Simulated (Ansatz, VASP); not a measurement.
# LiF (Griceite) in two plane-wave programs, part 2 of 2

Wanted: the spread between two codes on one cell, functional and k mesh. The cell is taken from a series of runs on this material, whose earlier steps may have relaxed, scaled, displaced or heated it; both programs get it as it stands.

VASP 6.6.1 and Ansatz 0.2.0.

So far: The starting structure; VASP: elastic constants, LDA.

**3. Ansatz: elastic constants, LDA**

Level of this step: Ansatz beside VASP: Kohn-Sham DFT, plane waves, LDA (Ansatz).

Ansatz runs on its default PAW (the set named soft_2) files.

The same cell, functional (in two slightly different forms), mesh and smearing now go to Ansatz, which takes its cutoff from its data sets.

The input, input.yaml:

```yaml
crystal:
  lattice:
    - [0.0, 1.9544841837, 1.9544841837]
    - [1.9544841837, 0.0, 1.9544841837]
    - [1.9544841837, 1.9544841837, 0.0]
  atoms:
    - { symbol: Li, position: [0.0, 0.0, 0.0] }
    - { symbol: F, position: [0.5, 0.5, 0.5] }
kpoints:
  mp_grid: { grid: [8, 8, 8] }
hamiltonian:
  xc: lda
scf:
  occupations: { method: gaussian, width: 0.02 }
output:
  forces: true
  stress: true
  eigenvalues: true
elastic:
  mode: relaxed_ion
  stencil: two_point
```

Started as:

```
> ansatz run input.yaml --threads 4 --pin off --max-ram 8192MiB --backend cpu --events-out ev --progress --plain --runs-dir out
```

Numbers of over 12 decimals in the logs are rounded to 6 here.

The program printed:

```text
Engine: ansatz 0.2.0, aarch64-unknown-linux-gnu
Pseudopotentials: kind: paw
Pseudopotential: Li, paw, valence charge 3, recommended cutoff 420 eV (normal), Li.paw.azcp
Pseudopotential: F, paw, valence charge 7, recommended cutoff 420 eV (normal), F.paw.azcp
Functional definition: SPW92
  exchange = slater_x
  correlation = pw_c
Crystal: 2 atoms, lattice volume = 14.932 Å³
Basis set: ecut = 420 eV, 283 PW (Γ)
Bands: 9, of which v1, the nominal top of the filled ones, is band 5 counted from 1 (4 counted from 0)
Symmetry: 48 space group operations
Space group: Fm-3m (ITA 225), of the structure as read, at distance tolerance 2.5e-5 Å
k-points: 29 of 512
Non-local potential: Li, projectors of the file, l = 0: 3, l = 1: 2, l = 2: 1
Non-local potential: F, projectors of the file, l = 0: 2, l = 1: 2, l = 2: 1
PAW form: soft (Blöchl's): semilocal exchange-correlation on the pseudo side does not see the compensation charge
PAW frozen core: F, regenerated for the run's functional, and the local potential with it (the file was generated under x = pbe(κ = 0.804, μ = 0.219515), c = pbe(β = 0.066725))
PAW one-centre angular grid: Li, 110 points (default); XC on 64 Gauss nodes
PAW one-centre angular grid: F, 110 points (default); XC on 64 Gauss nodes
Initial density: superposition of atomic densities (neutral atoms: chi_scale 0, normalization atom), corrected by the library's trained network
Initial wavefunctions: pseudopotential atomic-orbital guess
Functional: x = slater, c = lda
SCF iter   1: F=—  HF=-998.718195 eV  |F-HF|=—  |Δ(HF+E_count)|=         —  Δρ=2.26e-2  dr2=5.07e-2  ethr=1.77e-3  ⟨swp⟩=4.9  Hψ=1611  notcnv=0
preconditioner: auto → none  [insulator: Δε(μ)=9.472 eV  Ē_g=22.995 eV  σ=0.020 eV  W_gap=1.00  n_scr=0 (ndim 8)  ℏωp=27.2 eV  f_vac=0.000  D(μ)=0.00/eV (n_scr^D=0)  ε∞_Penn≈2.4]
SCF iter   2: F=—  HF=-998.699706 eV  |F-HF|=—  |Δ(HF+E_count)|=   1.85e-2  Δρ=9.79e-3  dr2=5.45e-3  ethr=5.07e-4  ⟨swp⟩=3.0  Hψ=729  notcnv=0
SCF iter   3: F=—  HF=-998.697130 eV  |F-HF|=—  |Δ(HF+E_count)|=   2.58e-3  Δρ=2.12e-3  dr2=3.38e-4  ethr=5.45e-5  ⟨swp⟩=2.5  Hψ=480  notcnv=0
SCF iter   4: F=—  HF=-998.696778 eV  |F-HF|=—  |Δ(HF+E_count)|=   3.53e-4  Δρ=3.87e-4  dr2=8.62e-6  ethr=3.38e-6  ⟨swp⟩=2.0  Hψ=497  notcnv=0
SCF iter   5: F=—  HF=-998.696769 eV  |F-HF|=—  |Δ(HF+E_count)|=   8.41e-6  Δρ=4.31e-5  dr2=2.08e-7  ethr=8.62e-8  ⟨swp⟩=2.0  Hψ=290  notcnv=0
SCF iter   6: F=—  HF=-998.696766 eV  |F-HF|=—  |Δ(HF+E_count)|=   2.85e-6  Δρ=1.76e-6  dr2=2.57e-10  ethr=2.08e-9  ⟨swp⟩=2.4  Hψ=399  notcnv=0
SCF iter   7: F=—  HF=-998.696766 eV  |F-HF|=—  |Δ(HF+E_count)|=  1.15e-10  Δρ=2.05e-7  dr2=2.49e-12  ethr=2.57e-12  ⟨swp⟩=2.0  Hψ=294  notcnv=0
SCF iter   8: F=-998.696766 eV  HF=-998.696766 eV  |F-HF|=1.14e-13  |Δ(HF+E_count)|=  7.96e-13  Δρ=2.16e-9  dr2=1.98e-16  ethr=1.00e-12  ⟨swp⟩=4.0  Hψ=764  notcnv=0
SCF 1 converged in 8 iterations: F = -998.696766 eV  dr2 = 1.98e-16
  greatest PAW one-centre occupation: 1.000 electrons in one spin orbital (limit 2), on the Li atom at site 0 (counted from 0), in its partial waves of l = 0
Crystal: 2 atoms, lattice volume = 14.902 Å³
Symmetry: 16 space group operations
k-points: 59 of 512
Initial density: handed on by an earlier stage of this run
Initial wavefunctions: those handed on with the density
iter 1 solved again at ethr=2.31e-8 eV; its pass at ethr=3.10e-3 eV (dr2=2.31e-6 eV) is discarded
SCF iter   1: F=—  HF=-998.696842 eV  |F-HF|=—  |Δ(HF+E_count)|=         —  Δρ=2.04e-4  dr2=3.09e-6  ethr=2.31e-8  ⟨swp⟩=2.0  Hψ=4220  notcnv=0
preconditioner: auto → none  [insulator: Δε(μ)=9.715 eV  Ē_g=23.226 eV  σ=0.020 eV  W_gap=1.00  n_scr=0 (ndim 8)  ℏωp=27.2 eV  f_vac=0.000  D(μ)=0.00/eV (n_scr^D=0)  ε∞_Penn≈2.4]
[...]
SCF 2 converged in 6 iterations: F = -998.696841 eV  dr2 = 1.59e-14
Crystal: 2 atoms, lattice volume = 14.962 Å³
[...]
preconditioner: auto → none  [insulator: Δε(μ)=9.673 eV  Ē_g=23.180 eV  σ=0.020 eV  W_gap=1.00  n_scr=0 (ndim 8)  ℏωp=27.2 eV  f_vac=0.000  D(μ)=0.00/eV (n_scr^D=0)  ε∞_Penn≈2.4]
[...]
SCF 3 converged in 5 iterations: F = -998.696820 eV  dr2 = 2.12e-15
Symmetry: 8 space group operations
k-points: 95 of 512
[...]
preconditioner: auto → none  [insulator: Δε(μ)=9.691 eV  Ē_g=23.203 eV  σ=0.020 eV  W_gap=1.00  n_scr=0 (ndim 8)  ℏωp=27.2 eV  f_vac=0.000  D(μ)=0.00/eV (n_scr^D=0)  ε∞_Penn≈2.4]
[...]
SCF iter   3: F=—  HF=-998.696848 eV  |F-HF|=—  |Δ(HF+E_count)|=   4.64e-8  Δρ=1.06e-5  dr2=9.16e-9  ethr=4.26e-10  ⟨swp⟩=2.1  Hψ=1336  notcnv=0
SCF iter   4: F=—  HF=-998.696848 eV  |F-HF|=—  |Δ(HF+E_count)|=   2.92e-9  Δρ=9.48e-7  dr2=2.68e-11  ethr=9.16e-11  ⟨swp⟩=2.4  Hψ=1148  notcnv=0
SCF iter   5: F=—  HF=-998.696848 eV  |F-HF|=—  |Δ(HF+E_count)|=  2.27e-12  Δρ=1.61e-7  dr2=1.19e-12  ethr=2.68e-13 (applied; sched 1.00e-12)  ⟨swp⟩=1.9  Hψ=1068  notcnv=0
SCF iter   6: F=-998.696848 eV  HF=-998.696848 eV  |F-HF|=0.00e0  |Δ(HF+E_count)|=  2.27e-13  Δρ=4.99e-9  dr2=8.72e-16  ethr=1.00e-12  ⟨swp⟩=4.0  Hψ=2466  notcnv=0
SCF 4 converged in 6 iterations: F = -998.696848 eV  dr2 = 8.72e-16
iter 1 solved again at ethr=1.65e-10 eV; its pass at ethr=3.10e-3 eV (dr2=1.65e-8 eV) is discarded
SCF iter   1: F=—  HF=-998.696848 eV  |F-HF|=—  |Δ(HF+E_count)|=         —  Δρ=2.76e-5  dr2=1.66e-8  ethr=1.65e-10  ⟨swp⟩=1.5  Hψ=6512  notcnv=0
SCF iter   2: F=—  HF=-998.696848 eV  |F-HF|=—  |Δ(HF+E_count)|=   3.56e-9  Δρ=1.14e-5  dr2=4.93e-9  ethr=1.65e-10  ⟨swp⟩=2.0  Hψ=1223  notcnv=0
SCF iter   3: F=—  HF=-998.696848 eV  |F-HF|=—  |Δ(HF+E_count)|=  3.30e-10  Δρ=5.63e-6  dr2=6.44e-10  ethr=4.93e-11  ⟨swp⟩=2.0  Hψ=1110  notcnv=0
SCF iter   4: F=—  HF=-998.696848 eV  |F-HF|=—  |Δ(HF+E_count)|=  3.57e-11  Δρ=2.81e-7  dr2=3.02e-12  ethr=6.44e-12  ⟨swp⟩=2.0  Hψ=1232  notcnv=0
SCF iter   5: F=-998.696848 eV  HF=-998.696848 eV  |F-HF|=3.41e-13  |Δ(HF+E_count)|=  1.48e-12  Δρ=4.86e-9  dr2=8.54e-16  ethr=1.00e-12  ⟨swp⟩=2.9  Hψ=2762  notcnv=0
SCF 5 converged in 5 iterations: F = -998.696848 eV  dr2 = 8.54e-16
SCF converged after 8 iterations
Free energy (F): -998.696766 eV
Harris-Foulkes:  -998.696766 eV  (|F-HF|=1.14e-13)
Internal energy: -998.696766 eV  (E = F + TS)
E sigma→0 (E₀):  -998.696766 eV
Fermi energy:    6.198457 eV
--- Per-component energies (eV) ---
  E_band       = -112.091886
  E_kinetic    = 229.824404
  E_local      = -613.016522  (includes V_loc(G=0)·N_el)
  E_nonlocal   = 43.067722
  E_hartree    = 211.788886
  E_xc         = -89.969560
  E_vxc        = -116.593988  (∫ρ·V_xc dr)
  E_paw        = -206.412230  (= ΣΔE_a)
  E_vpaw       = -78.953347  (= ΣTr[D̂ρ^β])
  E_aug_tail   = 0.002072  (compensation charges beyond the density's cutoff)
  E_ewald      = -574.094791
  E_core_change = 0.113252  (= ΣΔE_core)
  E_smearing   = -0.000000  (= −TS)
  E_closure    = 0.000000  (closes the sum)
  Σ components = -998.696766   (vs F -998.696766, Δ=0.00e0)
--- Forces (eV/Å), atoms counted from 1 ---
  atom   1  Li    -0.00000000     0.00000000    -0.00000000
  atom   2  F      0.00000000    -0.00000000     0.00000000
  max |Σ_I F_I| component: 3.54e-29 eV/Å
--- Stress (GPa, compression-positive) ---
       -0.005760      -0.000000      -0.000000
       -0.000000      -0.005760      -0.000000
       -0.000000      -0.000000      -0.005760
  P = ⅓ Tr σ = -0.0058 GPa (-0.058 kbar)
--- Band table (eV; the first three rows and the last of 29) ---
  k-point 0: bands = ["-38.1913", "-18.4891", "1.3499", "1.3499", "1.3499", "11.0469", "25.9724", "25.9724", "25.9724"]
  k-point 1: bands = ["-38.1766", "-18.4209", "0.8610", "1.3080", "1.3080", "11.4625", "22.3266", "24.1779", "24.1779"]
  k-point 2: bands = ["-38.1409", "-18.2480", "-0.1931", "1.2128", "1.2128", "12.1534", "19.6961", "22.2642", "22.2642"]
  k-point 28: bands = ["-38.0634", "-17.6614", "-1.0998", "-1.0998", "0.4499", "16.7318", "16.7318", "19.2214", "21.5016"]
--- Elastic constants: 2 strain directions × 2 members + reference (group order 48) ---
  dense FFT box of the reference and of every strained cell: 20×20×20
  strains applied: 11, 23; error gains: componentwise 1.00 (the most a stress slope's error grows in a printed constant), spectral 1.73 (1 for all six strains in a standard setting)
  C = ∂σ_k/∂η_j (tension-positive GPa; Voigt order 11 22 33 23 13 12):
       158.117     51.220     51.220      0.000     -0.000     -0.000
        51.220    158.117     51.220     -0.000      0.000      0.000
        51.220     51.220    158.117     -0.000     -0.000     -0.000
        -0.000      0.000      0.000     68.920      0.000      0.000
         0.000     -0.000     -0.000     -0.000     68.920      0.000
        -0.000     -0.000      0.000     -0.000     -0.000     68.920
  reference stress σ⁰ (GPa):      0.006      0.006      0.006      0.000      0.000      0.000
  C* (energy form; C + prestress term) asymmetry max|C*_kj − C*_jk| = 3.553e-14 GPa — a small one proves nothing (zero by symmetry where the batch's group is 432, −43m or m−3m); a large one is finite-difference/SCF noise where every solve meets its electron count
  moduli (Voigt/Reuss/Hill, GPa): K = 86.85/86.85/86.85   G = 62.73/61.77/62.25   E = 150.74   ν = 0.211
  mechanically stable: yes (min eigenvalue of sym C = 68.92 GPa)
  strain η (Voigt 11):  stress-route row diagonal C_11 = 158.12 GPa, energy-path curvature d²(F+E_count+ΔE)/dδ²/Ω₀ = 159.59 GPa
         δ    σ_11 (GPa)             F (eV)   n_scf  n_hpsi   n_pw
    -2.000e-3      -0.3147        -998.6968406       6    9418    303   relax 0 steps, max|allowed force component| 1.30e-29 eV/Å
     2.000e-3       0.3178        -998.6968198       5    8879    303   relax 0 steps, max|allowed force component| 6.31e-30 eV/Å
  strain η (Voigt 23):  stress-route row diagonal C_44 = 68.92 GPa, energy-path curvature d²(F+E_count+ΔE)/dδ²/Ω₀ = 70.90 GPa
         δ    σ_23 (GPa)             F (eV)   n_scf  n_hpsi   n_pw
    -2.000e-3      -0.1378        -998.6968483       6   14846    303   relax 0 steps, max|allowed force component| 3.85e-29 eV/Å
     2.000e-3       0.1378        -998.6968483       5   13981    303   relax 0 steps, max|allowed force component| 1.75e-28 eV/Å
```

In the SCF lines HF is the Harris–Foulkes energy and dr2 the Hartree energy of the density residual, in eV; the loop may stop once dr2 is under the threshold and the program's other checks hold. Hψ counts applications of the Hamiltonian.

**4. Differences**

Known differences besides the potentials themselves: the two LDA forms differ slightly; the cutoff is 420 eV in Ansatz and 750 eV in VASP; VASP's log shows a relativistic correction to its local exchange, Ansatz's none; VASP takes each elastic constant from one size of strain, Ansatz from those that its log lists. Total energies have different zeros and are not compared.

Compared:

| quantity | Ansatz | VASP | difference |
| --- | --- | --- | --- |
| C11 (GPa) | 158.1 | 165.2 | -4.29 % |
| C22 (GPa) | 158.1 | 165.2 | -4.29 % |
| C33 (GPa) | 158.1 | 165.2 | -4.29 % |
| C12 (GPa) | 51.2 | 51.9 | -1.31 % |
| C13 (GPa) | 51.2 | 51.9 | -1.31 % |
| C23 (GPa) | 51.2 | 51.9 | -1.31 % |
| C44 (GPa) | 68.9 | 70.7 | -2.57 % |
| C55 (GPa) | 68.9 | 70.7 | -2.57 % |
| C66 (GPa) | 68.9 | 70.7 | -2.57 % |

**5. Summary of results**

```yaml
difference_in_c11_elastic_constants_lda: -4.3 %
```

The difference in C11 is -4.3 % (elastic constants, LDA), within the 5 % picked in this series as the mark of a large difference. Such differences can come from data sets, numerical settings and the points named under the comparisons, not from the functional's error against experiment.

[Lines on the potential files, build, host, timing and source positions are cut from VASP's logs without a mark.]

[Logs are printed without paths, hosts, clocks, repeated set-up lines and the standing remarks that a program may print on its own settings, such as how far it seeks lower states.]

[Hosts, paths, dates, database ids (printed as entryN), source tags and the programs' standing remarks are cut or masked in the printed files.]
